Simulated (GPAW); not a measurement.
Crystal: ZnO (zincite).

```
CELL_PARAMETERS angstrom
3.24931 0.00000 0.00000
-1.62465 2.81398 0.00000
0.00000 0.00000 5.20571
ATOMIC_POSITIONS crystal
Zn 0.66667 0.33333 0.00000
Zn 0.33333 0.66667 0.50000
O 0.33333 0.66667 0.87901
O 0.66667 0.33333 0.37901
```

| Property | Result |
| --- | --- |
| Program | GPAW 26.7.0 |
| Task | relaxation of cell and atoms |
| Functional | revPBE |
| Potentials or basis | the program's PAW data sets (release 1.2.1) made for this functional |
| Cutoff | 800 eV |
| Basis | pw |
| k mesh | 6 × 6 × 3 |
| Occupations | fermi-dirac, width 0.05 eV |
| Spin | no spin polarisation |

At the start: pressure 9.1 GPa; volume 11.90 Å³/atom.

Problem. How do energy, volume and symmetry change on relaxing?

Solution. Over 6 steps the energy falls by 22.2 meV/atom and the volume is 12.71 Å³/atom (+6.9 %); space group P6_3mc (No. 186, to 0.05 Å).

The path:
```csv
step,energy change (eV),largest force (eV/Å),pressure (GPa),volume (Å³)
1,0.0000,0.0807,9.07,47.60
2,-0.0190,0.0568,7.93,47.94
3,-0.0874,0.0533,0.72,50.51
4,-0.0883,0.0500,0.13,50.75
5,-0.0885,0.0395,-0.03,50.82
6,-0.0888,0.0148,-0.13,50.86
```

Final structure:
```cif
data_structure
_symmetry_space_group_name_H-M 'P 1'
_symmetry_Int_Tables_number 1
_cell_length_a 3.3184
_cell_length_b 3.3184
_cell_length_c 5.3329
_cell_angle_alpha 90.000
_cell_angle_beta 90.000
_cell_angle_gamma 120.000
_cell_volume 50.86
loop_
_atom_site_label
_atom_site_type_symbol
_atom_site_fract_x
_atom_site_fract_y
_atom_site_fract_z
_atom_site_occupancy
Zn1 Zn 0.66667 0.33333 0.99916 1
Zn2 Zn 0.33333 0.66667 0.49915 1
O1 O 0.33333 0.66667 0.87986 1
O2 O 0.66667 0.33333 0.37986 1
```

Caveat: the k mesh is coarse; later steps reuse the first step's grids.
